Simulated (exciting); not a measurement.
Input of an exciting (release sodium) run:

File input.xml:

```xml
<input>
  <title>Mg</title>
  <structure speciespath="./" tshift="false">
    <crystal scale="1">
      <basevect>-3.469521347805 3.469521347805 3.173613650396</basevect>
      <basevect>3.469521347805 -3.469521347805 3.173613650396</basevect>
      <basevect>3.469521347805 3.469521347805 -3.173613650396</basevect>
    </crystal>
    <species speciesfile="Mg.xml" rmt="2">
      <atom coord="0.000000000000 0.000000000000 0.000000000000"/>
    </species>
  </structure>
  <groundstate do="fromscratch" ngridk="11 11 11" rgkmax="7.5" gmaxvr="14" lmaxapw="10" lmaxmat="10" lmaxvr="8" xctype="GGA_PBE_SOL" stype="Fermi Dirac" swidth="0.00183747" nempty="8" ValenceRelativity="iora*" epsengy="1e-05" epspot="1e-05" maxscl="60" tforce="true" outputlevel="normal"/>
</input>
```

Potentials or basis: all-electron LAPW+lo, shipped species files, valence relativity iora*.

Run with:

```console
$ OMP_NUM_THREADS=1 exciting_smp
```

Problem. Predict the band gap on the k mesh.

Solution. None (metal or under the smearing width).
